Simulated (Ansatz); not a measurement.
## Yb under changes of volume

One of the cells (41.281 Å³/atom); the others are scaled copies at fixed shape and fractional positions:

```
CELL_PARAMETERS angstrom
0.00000 2.74310 2.74310
2.74310 0.00000 2.74310
2.74310 2.74310 0.00000
ATOMIC_POSITIONS crystal
Yb 0.00000 0.00000 0.00000
```

| Quantity | Value |
| --- | --- |
| Program | Ansatz 0.2.0 |
| Functional | LDA |
| Potentials or basis | all-electron LAPW, scalar-relativistic |
| Cutoff | 171 eV (chosen from the basis error) |
| Basis error allowed | 0.001 eV/atom |
| k mesh | 8 × 8 × 8 |
| Occupations | fermi-dirac, width 0.05 eV |
| Spin | collinear spin, ferromagnetic start |
| Starting moments | [1.0] μB |

```csv
volume (Å³/atom),energy over the lowest point (meV/atom),pressure (GPa)
38.805,0.00,-4.0
39.630,21.43,-4.2
40.456,43.60,-4.3
41.281,66.40,-4.4
42.107,?,?
42.933,113.55,-4.6
43.758,137.71,-4.7
```

What does the run at 42.107 Å³/atom give?

Energy over the lowest point 89.75 meV/atom; pressure -4.5 GPa.

Worked out: A Birch-Murnaghan fit of order 3 (a polynomial in V^(-2/3)) to the other rows has no minimum within the range. It gives 89.75 meV/atom at 42.107 Å³/atom, against the run's 89.75, and -dE/dV = -4.6 GPa, against -4.5.

Energies are extrapolated to zero smearing.

Caveats: an open f shell can end in a state above the lowest; the starting moments weren't kept.

The runs don't all hold the same shells in valence.
